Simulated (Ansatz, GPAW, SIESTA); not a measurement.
# Ge: 3 runs at one level of theory

```
CELL_PARAMETERS angstrom
0.00000 2.88574 5.11566
2.63050 0.00000 5.11566
2.63050 2.88574 0.00000
ATOMIC_POSITIONS crystal
Ge 0.72649 0.27351 0.72649
Ge 0.27351 0.72649 0.27351
Ge 0.21813 0.21813 0.78187
Ge 0.78187 0.78187 0.21813
```

This isn't the form of Ge at room conditions, which is diamond.

Alike in all runs: task single point; functional PBEsol; k mesh 7 × 7 × 7; occupations fermi-dirac, width 0.05 eV; no spin polarisation; no spin-orbit coupling. Pressure is positive in compression and, in plane waves, holds the error of the finite cutoff.

```
                                                                                      program and potentials  plane-wave cutoff (eV)                                                  notes  pressure (GPa)
                                                           GPAW, PAW data sets generated for this functional                     600                 4 valence electrons an atom on average           -3.64
SIESTA, files PseudoDojo sr-pbesol-0.4.1-standard, DZP (energy shift 0.003 Ry; two zetas on semicore shells)                       -  atomic basis; 14 valence electrons an atom on average           -1.92
                                                              Ansatz, all-electron LAPW, scalar-relativistic                       -                                                      -           -3.47
```

Force on atom 3 (Ge), eV/Å:

```tsv
program and potentials	x	y	z
GPAW, PAW data sets generated for this functional	0.000	0.000	0.047
SIESTA, files PseudoDojo sr-pbesol-0.4.1-standard, DZP (energy shift 0.003 Ry; two zetas on semicore shells)	0.000	0.000	0.072
Ansatz, all-electron LAPW, scalar-relativistic	0.000	0.000	0.043
```

The pressure spans -3.64 (GPAW, PAW data sets generated for this functional) to -1.92 GPa (SIESTA, files PseudoDojo sr-pbesol-0.4.1-standard, DZP (energy shift 0.003 Ry; two zetas on semicore shells)), with all-electron results at -3.47. Rows in atomic bases carry the error of their basis and grid, which can be large.

The functional is the same throughout but for its coding, so the spread measures potentials, basis and numerics; runs on potential files found faulty are left out.
